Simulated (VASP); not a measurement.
**ZrSe2: band structure with TB-mBJ**

**Measured values to compare with.**

From “Stress-Tuned Optical Transitions in Layered 1T-MX2 (M= Hf, Zr, Sn; X= S, Se) Crystals”, 2022, arxiv:2210.12074, for a bulk crystal of ZrSe2: band gap 1.2 eV (indirect).

Crystal: ZrSe2.

```xyz
3
Lattice="3.7980 0.0000 0.0000 -1.8990 3.2892 0.0000 0.0000 0.0000 6.1920" Properties=species:S:1:pos:R:3 pbc="T T T"
Zr    0.0000    0.0000    0.0000
Se    1.8990    1.0964    4.6440
Se    0.0000    2.1928    1.5480
```

```json
{
  "Program": "VASP 6.6.1",
  "Task": "band structure",
  "Functional": "TB-mBJ",
  "Potentials or basis": "VASP PAW PBE potentials, release 64 (Zr_sv, Se)",
  "Cutoff": "520 eV",
  "k mesh": "8 × 8 × 6",
  "Occupations": "gaussian, width 0.02 eV",
  "Spin": "no spin polarisation",
  "Ladder": "gaps",
  "Further INCAR settings": "ALGO = Normal; EDIFF = 1e-06; NBANDS = 19"
}
```

* Band gap on the k mesh: 0.81 eV, indirect (least direct gap 1.40 eV)
* Band gap along the path: 0.80 eV, indirect (least direct gap 1.40 eV)

Levels at the corners of the path, in eV from the valence-band top:
```tsv
point	band 8	band 9	band 10	band 11	band 12	band 13	band 14	band 15	band 16	band 17
Γ	-2.76	-2.76	-0.10	-0.10	0.00	1.39	1.39	2.00	4.38	4.38
M	-2.79	-2.55	-2.52	-1.99	-1.33	0.97	2.81	3.19	5.04	5.04
M	-2.79	-2.55	-2.52	-1.99	-1.33	0.97	2.81	3.19	5.04	5.04
K	-3.39	-3.39	-2.19	-2.19	-1.68	2.10	2.89	2.89	4.19	4.19
K	-3.39	-3.39	-2.19	-2.19	-1.68	2.10	2.89	2.89	4.19	4.19
Γ	-2.76	-2.76	-0.10	-0.10	0.00	1.39	1.39	2.00	4.38	4.38
Γ	-2.76	-2.76	-0.10	-0.10	0.00	1.39	1.39	2.00	4.38	4.38
A	-2.72	-2.72	-1.85	-0.25	-0.25	1.37	1.37	2.40	4.73	4.73
A	-2.72	-2.72	-1.85	-0.25	-0.25	1.37	1.37	2.40	4.73	4.73
L	-3.38	-2.70	-2.44	-1.06	-0.94	0.80	2.80	3.17	4.54	5.56
L	-3.38	-2.70	-2.44	-1.06	-0.94	0.80	2.80	3.17	4.54	5.56
H	-3.51	-3.17	-2.21	-1.99	-1.99	2.15	2.58	2.58	4.85	4.85
H	-3.51	-3.17	-2.21	-1.99	-1.99	2.15	2.58	2.58	4.85	4.85
A	-2.72	-2.72	-1.85	-0.25	-0.25	1.37	1.37	2.40	4.73	4.73
L	-3.38	-2.70	-2.44	-1.06	-0.94	0.80	2.80	3.17	4.54	5.56
M	-2.79	-2.55	-2.52	-1.99	-1.33	0.97	2.81	3.19	5.04	5.04
K	-3.39	-3.39	-2.19	-2.19	-1.68	2.10	2.89	2.89	4.19	4.19
H	-3.51	-3.17	-2.21	-1.99	-1.99	2.15	2.58	2.58	4.85	4.85
```

Wall time 6.8 min on 1 thread of Intel(R) Xeon(R) Platinum 8259CL CPU @ 2.50GHz (Skylake/Cascade Lake) (shared host), peak memory 0.25 GiB.

Against the measured gap of ZrSe2, 1.2 eV (indirect; quoted in “Stress-Tuned Optical Transitions in Layered 1T-MX2 (M= Hf, Zr, Sn; X= S, Se) Crystals”, 2022, arxiv:2210.12074), the calculated 0.80 eV is off by -0.40 eV. Spin-orbit coupling on Se, Zr is left out. The value is that of TB-mBJ, without temperature or zero-point motion.
